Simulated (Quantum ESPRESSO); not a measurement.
MoS2:

```
Mo S
1.0
     3.22746    0.00000    0.00000
    -1.61373    2.79507    0.00000
     0.00000    0.00000    6.31247
Mo S
1 2
Direct
  0.00000 0.00000 0.50000
  0.66667 0.33333 0.74468
  0.33333 0.66667 0.25532
```

Measurements of this composition are mostly on another form, of space group No. 194.

- Program: Quantum ESPRESSO 7.5
- Task: single point
- Functional: PBE
- Potentials or basis: SSSP 1.3 efficiency PBE
- Cutoff: 816 eV
- Density cutoff: 5987 eV
- k mesh: 9 × 9 × 4
- Occupations: fermi-dirac, width 0.05 eV
- Spin: no spin polarisation

On this cell: pressure 1.0 GPa; largest force 0.291 eV/Å; band gap on the k mesh none (metal or under the smearing width).

The same run follows on a disturbed copy (atoms moved at random, drawn with an rms of 0.05 Å):

```
CELL_PARAMETERS angstrom
3.22746 0.00000 0.00000
-1.61373 2.79507 0.00000
0.00000 0.00000 6.31247
ATOMIC_POSITIONS crystal
Mo 0.99403 0.98173 0.49930
S 0.65564 0.32224 0.74824
S 0.33381 0.68688 0.25256
```

What changes?

The energy (extrapolated to zero smearing) moves by +8.6 meV/atom; pressure -0.3 GPa; largest force 0.568 eV/Å; band gap on the k mesh none (metal or under the smearing width).

Forces in eV/Å, atoms in the order of the input:
```
Mo  -0.257  0.376  0.265
S    0.052  0.134 -0.122
S    0.205 -0.510 -0.143
```

Stress tensor (GPa, compression positive):
```
 0.07 -0.43 -0.66
-0.43 -1.81  2.75
-0.66  2.75  0.71
```

Caveats: this functional lacks dispersion, which binds the layers, so the pressure and a relaxed spacing across them are unreliable (some runs).
